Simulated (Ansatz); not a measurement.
Wires are cut from relaxed bulk HfN (Fm-3m, 11.76 Å³/atom, gap on the mesh 0.00 eV); atoms and period are relaxed, and energies count from that bulk.

All numbers below come from DFT PBE, scalar-relativistic, plane waves, PAW in Ansatz.

Cutoff 420 eV; k points 1×1×7 on the computed 28-atom cell (Γ-centred); Gaussian smearing, width 0.05 eV; no spin polarisation.

Start ([111] wire, 28 host atoms a period):

```yaml
crystal:
  lattice:
    - [14.60000, 0.00000, 0.00000]
    - [0.00000, 15.70000, 0.00000]
    - [0.00000, 0.00000, 7.87700]
  atoms:
    - { symbol: Hf, position: [0.56358, 0.50000, 0.00000] }
    - { symbol: Hf, position: [0.43642, 0.29517, 0.33333] }
    - { symbol: Hf, position: [0.43642, 0.70483, 0.33333] }
    - { symbol: Hf, position: [0.30925, 0.50000, 0.66667] }
    - { symbol: N, position: [0.69075, 0.50000, 0.16667] }
    - { symbol: N, position: [0.56358, 0.29517, 0.50000] }
    - { symbol: N, position: [0.56358, 0.70483, 0.50000] }
    - { symbol: N, position: [0.43642, 0.50000, 0.83333] }
    - { symbol: Hf, position: [0.56358, 0.29517, 0.00000] }
    - { symbol: Hf, position: [0.56358, 0.70483, 0.00000] }
    - { symbol: Hf, position: [0.43642, 0.50000, 0.33333] }
    - { symbol: Hf, position: [0.69075, 0.50000, 0.66667] }
    - { symbol: N, position: [0.30925, 0.50000, 0.16667] }
    - { symbol: N, position: [0.56358, 0.50000, 0.50000] }
    - { symbol: N, position: [0.43642, 0.29517, 0.83333] }
    - { symbol: N, position: [0.43642, 0.70483, 0.83333] }
    - { symbol: Hf, position: [0.37283, 0.39759, 0.00000] }
    - { symbol: Hf, position: [0.62717, 0.39759, 0.33333] }
    - { symbol: Hf, position: [0.50000, 0.60241, 0.66667] }
    - { symbol: N, position: [0.50000, 0.39759, 0.16667] }
    - { symbol: N, position: [0.37283, 0.60241, 0.50000] }
    - { symbol: N, position: [0.62717, 0.60241, 0.83333] }
    - { symbol: Hf, position: [0.37283, 0.60241, 0.00000] }
    - { symbol: Hf, position: [0.62717, 0.60241, 0.33333] }
    - { symbol: Hf, position: [0.50000, 0.39759, 0.66667] }
    - { symbol: N, position: [0.50000, 0.60241, 0.16667] }
    - { symbol: N, position: [0.37283, 0.39759, 0.50000] }
    - { symbol: N, position: [0.62717, 0.39759, 0.83333] }
```

Task: Relax it.

Result: The free energy falls by 324 meV/atom.

- excess energy (eV per host atom): 1.038
- line energy (eV/Å): 3.469
- period (Å): 8.380
- gap on the mesh (eV): 0.23

Relaxed structure:
```
CELL_PARAMETERS angstrom
14.60000 0.00000 0.00000
0.00000 15.70000 0.00000
0.00000 0.00000 8.38049
ATOMIC_POSITIONS crystal
Hf 0.58801 0.50000 0.06963
Hf 0.45793 0.31221 0.34120
Hf 0.45793 0.68779 0.34120
Hf 0.32053 0.50000 0.59052
N 0.68266 0.50000 0.24187
N 0.56069 0.31590 0.48885
N 0.56069 0.68410 0.48885
N 0.41536 0.50000 0.78994
Hf 0.54207 0.31221 0.99213
Hf 0.54207 0.68779 0.99213
Hf 0.41199 0.50000 0.26370
Hf 0.67947 0.50000 0.74281
N 0.31734 0.50000 0.09147
N 0.58464 0.50000 0.54340
N 0.43931 0.31590 0.84449
N 0.43931 0.68410 0.84449
Hf 0.34589 0.40617 0.91978
Hf 0.65411 0.40617 0.41356
Hf 0.50000 0.60032 0.66667
N 0.50000 0.39844 0.16667
N 0.38736 0.59297 0.45931
N 0.61264 0.59297 0.87403
Hf 0.34589 0.59383 0.91978
Hf 0.65411 0.59383 0.41356
Hf 0.50000 0.39968 0.66667
N 0.50000 0.60156 0.16667
N 0.38736 0.40703 0.45931
N 0.61264 0.40703 0.87403
```

Spin-orbit coupling is left out, which matters for the bands of heavy elements. The gap is read on a mesh, which can miss the band edges, so it can be too wide.

Each run keeps its start's symmetry and one magnetic start, so lower states can exist.

It took 12 min on 4 threads of Intel(R) Xeon(R) 6975P-C (Granite Rapids) (shared host), peak memory 7.7 GiB.